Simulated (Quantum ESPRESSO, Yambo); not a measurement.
Planning a run of Yambo 5.3.0 on GaP (F-43m). The input:

```
HF_and_locXC
gw0
dyson
ppa
em1d
rim_cut
RandQpts= 1000000
RandGvec= 1 RL
EXXRLvcs= 104 Ry
VXCRLvcs= 416 Ry
Chimod= "HARTREE"
% BndsRnXp
 1 | 141 |
%
NGsBlkXp= 15.5 Ry
% LongDrXp
 1 | 1 | 1 |
%
% GbndRnge
 1 | 141 |
%
DysSolver= "n"
ExtendOut
PPAPntXp= 27.21138 eV
% QPkrange
 1 | 8 | 10 | 17 |
%
GfnQPdb= "E < ./gw5_fix/ndb.QP"
XfnQPdb= "E < ./gw5_fix/ndb.QP"
```

```sh
OMP_NUM_THREADS=1 mpirun -n 4 yambo -F gw6.in -J gw6 -C gw6 > gw6.log
```

The stored states that it reads are on a 4×4×4 mesh. Symmetry: F-43m, No. 216, cubic system. The conventional cell has a = 5.450 Å, b = 5.450 Å, c = 5.450 Å, α = 90.00°, β = 90.00°, γ = 90.00°. Ga has 4 P at 2.36 Å nearest. Nearest to P lie 4 Ga at 2.36 Å. Farther neighbours are not listed.

**Question.** How long will it take on 4 MPI ranks of Arm Neoverse V1, shared host, and how much memory?

It took 11 min; on shared hardware allow 5.3 min to 21 min. Peak host memory was 1.9 GiB.

The screening grows as filled bands × empty bands × pairs of k points, times the square of the screening basis for the matrix.

[Paths, hosts, dates, memory and timing lines, banners, echoed tables and standing remarks are left out of the program output.]

[Logs are printed without paths, hosts, clocks, repeated set-up lines and the standing remarks that a program may print on its own settings, such as how far it seeks lower states.]

[Runs of the session that timed out or met a known fault of the program may be left out.]

[Hosts, paths, dates, database ids (printed as entryN), source tags and the programs' standing remarks are cut or masked in the printed files.]
